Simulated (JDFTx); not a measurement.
RbBr:

```
Rb Br
1.0
     0.00000    3.42700    3.42700
     3.42700    0.00000    3.42700
     3.42700    3.42700    0.00000
Rb Br
1 1
Direct
  0.00000 0.00000 0.00000
  0.50000 0.50000 0.50000
```

| Property | Result |
| --- | --- |
| Program | JDFTx 1.7.0 (patched build) |
| Task | single point |
| Functional | PBE |
| Potentials or basis | PseudoDojo-SR-PBE-0.5-standard |
| Cutoff | 626 eV |
| Density cutoff | 5007 eV |
| k mesh | 7 × 7 × 7 |
| Occupations | fermi-dirac, width 0.05 eV |
| Spin | no spin polarisation |

On this cell: pressure 1.0 GPa; largest force zero by symmetry; band gap on the k mesh 4.37 eV, direct.

The same run follows on a disturbed copy (atoms moved at random, drawn with an rms of 0.05 Å):

```
CELL_PARAMETERS angstrom
0.00000 3.42700 3.42700
3.42700 0.00000 3.42700
3.42700 3.42700 0.00000
ATOMIC_POSITIONS crystal
Rb 0.99680 0.00037 0.00213
Br 0.50154 0.50308 0.49052
```

Q: What does the disturbed cell give?

A: The energy moves by +0.7 meV/atom; pressure 1.0 GPa; largest force 0.057 eV/Å; band gap on the k mesh 4.37 eV, direct.

Forces on the atoms (eV/Å):
```
Rb  -0.038 -0.029  0.032
Br   0.038  0.029 -0.032
```

Caveats: an odd mesh through Γ misses points on the zone boundary, where band edges often lie; the empty levels aren't tightly converged (some runs).
